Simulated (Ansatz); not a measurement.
# Ga: response to strain

Ga is deformed so: zz strain of +2 %. What stress and forces result, by LAPW, PAW and all-electron datasets made for the crystal?

Method: DFT PBE, scalar-relativistic, in Ansatz 0.2.0.

**1. The structure to begin with**

The structure is monoclinic, space group C2/c (No. 15). The conventional cell has a = 2.766 Å, b = 8.053 Å, c = 3.332 Å, α = 90.00°, β = 92.02°, γ = 90.00°. Ga (site symmetry 2) is surrounded by 8 Ga at 2.69 to 2.92 Å.

As a file:

```cif
data_structure
_symmetry_space_group_name_H-M 'P 1'
_symmetry_Int_Tables_number 1
_cell_length_a 4.2574
_cell_length_b 4.2574
_cell_length_c 3.3320
_cell_angle_alpha 90.656
_cell_angle_beta 90.656
_cell_angle_gamma 142.087
_cell_volume 37.09
loop_
_atom_site_label
_atom_site_type_symbol
_atom_site_fract_x
_atom_site_fract_y
_atom_site_fract_z
_atom_site_occupancy
Ga1 Ga 0.86900 0.13100 0.25000 1
Ga2 Ga 0.13100 0.86900 0.75000 1
```

Atoms are numbered in the order of the input: Ga1, Ga2.

**2. The deformed structure**

Space group C2/c before, C2/c after.

**3. All-electron LAPW**

input.yaml reads:

```yaml
crystal:
  lattice:
    - [1.383, -4.0265, 0.0]
    - [1.383, 4.0265, 0.0]
    - [-0.11745, 0.0, 3.3965286]
  atoms:
    - { symbol: Ga, position: [0.869, 0.131, 0.25] }
    - { symbol: Ga, position: [0.131, 0.869, 0.75] }
kpoints:
  mp_grid: { grid: [14, 14, 11] }
  band_path:
    path:
      - [0.0, 0.0, 0.0]
      - [-0.5, 0.5, 0.0]
      - [-0.5, 0.5, 0.5]
      - [0.0, 0.0, 0.5]
      - [0.0, 0.0, 0.0]
      - [-0.5, 0.0, 0.5]
      - [0.0, 0.0, 0.0]
      - [-0.5, 0.0, 0.0]
    npoints: 5
scf:
  occupations: { method: fermi_dirac, width: 0.03 }
hamiltonian:
  xc: pbe
  pseudopotentials: { kind: all_electron, lapw: { basis_error: 0.0005 } }
output:
  forces: true
  stress: true
  eigenvalues: true
```

The run is started by

```
ansatz run input.yaml --threads 1 --pin off --max-ram 3072MiB --backend cpu --events-out ev --progress --plain --runs-dir out
```

**4. PAW on the default files**

input.yaml reads:

```yaml
crystal:
  lattice:
    - [1.383, -4.0265, 0.0]
    - [1.383, 4.0265, 0.0]
    - [-0.11745, 0.0, 3.3965286]
  atoms:
    - { symbol: Ga, position: [0.869, 0.131, 0.25] }
    - { symbol: Ga, position: [0.131, 0.869, 0.75] }
kpoints:
  mp_grid: { grid: [14, 14, 11] }
scf:
  occupations: { method: fermi_dirac, width: 0.03 }
hamiltonian:
  xc: pbe
  pseudopotentials: { kind: paw }
output:
  forces: true
  stress: true
  eigenvalues: true
  efg: { contact_densities: true }
```

**5. Datasets made for this crystal**

input.yaml: that of step 4 with these lines changed.

```diff
@@ -14,3 +14,3 @@
   xc: pbe
-  pseudopotentials: { kind: paw }
+  pseudopotentials: { kind: all_electron, datasets: crystal }
 output:
```

(Steps that only read results are left out.)

Q: Predict the outcome of this session. Wanted: pressure; largest shear or deviatoric stress.

The runs gave:

| quantity | value |
| --- | --- |
| pressure | LAPW 0.70, PAW 0.68, crystal datasets 0.70 GPa |
| largest shear or deviatoric stress (LAPW) | 0.88 GPa |

**Reading.** The largest part of the stress beyond the pressure is 0.88 GPa in size, in the zz component; the atoms are carried along and not relaxed. No run of the undeformed cell stands beside it, so the pressure holds what the given cell had before the change. PAW: stress within 0.02 GPa of LAPW, forces within 1 meV/Å. Crystal datasets: stress within 0.01 GPa of LAPW, forces within 1 meV/Å.
